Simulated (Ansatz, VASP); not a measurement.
# Sr in VASP and in Ansatz

INCAR

```
SYSTEM = Sr
  PREC = Accurate
  ENCUT = 520
  EDIFF = 1E-7
  ISMEAR = 0
  SIGMA = 0.03
  LREAL = .False.
  LASPH = .True.
  NELM = 80
  ALGO = Normal
  ISIF = 2
  LWAVE = .False.
  LCHARG = .True.
  GGA = PS
  LELF = .True.
  LVHAR = .True.
  NBANDS = 11
```

Contents of KPOINTS:

```
regular mesh
0
Gamma
  10 10 10
  0 0 0
```

The input POSCAR:

```
Sr
1.0
    0.0190146875      3.0423500000      3.0423500000
    3.0423500000      0.0190146875      3.0423500000
    3.0613646875      3.0613646875      0.0000000000
Sr
1
Direct
    0.0000000000      0.0000000000      0.0000000000
```

Input for Ansatz:

```yaml
crystal:
  lattice:
    - [0.0190146875, 3.04235, 3.04235]
    - [3.04235, 0.0190146875, 3.04235]
    - [3.0613646875, 3.0613646875, 0.0]
  atoms:
    - { symbol: Sr, position: [0.0, 0.0, 0.0] }
basis:
  ecutwfc: 420
kpoints:
  mp_grid: { grid: [10, 10, 10] }
hamiltonian:
  xc: pbesol
scf:
  occupations: { method: gaussian, width: 0.03 }
output:
  forces: true
  stress: true
  eigenvalues: true
```

Change from the starting cell: strain +0.0125 x Voigt [0, 0, 0, 0, 0, 1], atoms carried along.

Alike in both runs: task single point; functional PBEsol; k mesh 10 × 10 × 10; occupations gaussian, width 0.03 eV; no spin polarisation.

```csv
,VASP,Ansatz
version,VASP 6.6.1,Ansatz 0.2.0
potentials or method,"VASP PAW PBE potentials, release 64 (Sr_sv)","scalar-relativistic, plane waves, PAW"
plane-wave cutoff (eV),520,420
valence electrons in the cell,10,10
```

```csv
,VASP,Ansatz,Ansatz less VASP
gap on the k mesh at the Fermi level (eV),none,none,-
pressure (GPa),-0.9,-0.9,-0.01
```

A gap of «none» marks a metal or a gap that the smearing closes. The functional is the same, so the differences come from potentials, cutoffs and numerics.

Caveats: the PAW data sets were made with another functional, which shifts forces and pressure a little (VASP).
